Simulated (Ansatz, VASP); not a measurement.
# PbO: VASP beside Ansatz

```
Pb O
1.0
     3.97832    0.00000    0.00000
     0.00000    3.97832    0.00000
     0.00000    0.00000    4.95023
Pb O
2 2
Direct
  0.00000 0.50000 0.23926
  0.50000 0.00000 0.76074
  0.00000 0.00000 0.00000
  0.50000 0.50000 0.00000
```

Alike in both runs: functional PBEsol; k mesh 8 × 8 × 6; occupations gaussian, width 0.02 eV; no spin polarisation.

Ansatz relaxed the structure, and its values are those at the end. VASP's run is a single point on that final structure, the one shown.

```csv
,VASP,Ansatz
version,VASP 6.6.1,Ansatz 0.2.0
potentials or method,"VASP PAW PBE potentials, release 64 (Pb_d, O)","scalar-relativistic, plane waves, PAW"
plane-wave cutoff (eV),520,420
valence electrons in the cell,40,40
```

|  | VASP | Ansatz | Ansatz less VASP |
| --- | --- | --- | --- |
| gap on the k mesh at the Fermi level (eV) | 1.11 | 1.10 | -0.006 |
| least direct gap on the mesh (eV) | 2.16 | 2.15 | -0.002 |
| pressure (GPa) | 0.8 | 0.7 | -0.08 |
| rms of the force components (eV/Å) | 0.019 | 0.001 | -0.0181 |

Caveats: the PAW data sets were made with another functional, which shifts forces and pressure a little (VASP); spin-orbit coupling is left out, which as a rule narrows the gap of such compounds by several tenths of an eV. A hybrid or GW would open this gap; PBEsol tends to underestimate it. A k mesh can miss the band edges.
